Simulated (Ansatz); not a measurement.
# Sn (Fd-3m), generalised stacking fault

Theory: Ansatz 0.2.0, DFT PBEsol, scalar-relativistic, plane waves, PAW. Cutoff 420 eV, Γ-centred 15×15×6 k-points, Gaussian smearing of 0.15 eV. No spin polarisation. Energies are free energies at this smearing, counted from the undisturbed cell; pressure is positive in compression.

Reference structure (relaxed at this level):

```
CELL_PARAMETERS angstrom
3.27078 -3.27078 0.00000
3.27078 0.00000 -3.27078
6.54156 6.54156 6.54156
ATOMIC_POSITIONS crystal
Sn 0.66667 0.66667 0.54163
Sn 0.00000 0.00000 0.20830
Sn 0.33333 0.33333 0.87497
Sn 0.66667 0.66667 0.79163
Sn 0.00000 0.00000 0.45830
Sn 0.33333 0.33333 0.12497
```

The cut lies on the cell's a–b face, a (1 1 1) plane (indices in the standard cell, whose axes needn't be the Cartesian ones shown) of area 18.53 Å², between layers 2.83 Å apart. Vector c is tilted by f times 1·a + 1·b (length 8.012 Å) with the atoms' Cartesian places fixed: one unrelaxed fault a cell. The cell is metallic on the mesh throughout.

```csv
f,γ (mJ/m²),"shear traction, the slope of γ along the slip (GPa)"
0.0000,0,0.0
0.1667,364,5.5
0.3333,?,0.0
0.5000,703,-0.6
0.6667,758,0.0
0.8333,342,-4.9
```

Give the withheld values.

γ (mJ/m²) at f = 0.3333: 875.

Cost: 6 runs of about 16 core-minutes in all, on Intel Xeon Platinum 8375C (Ice Lake) (shared hosts).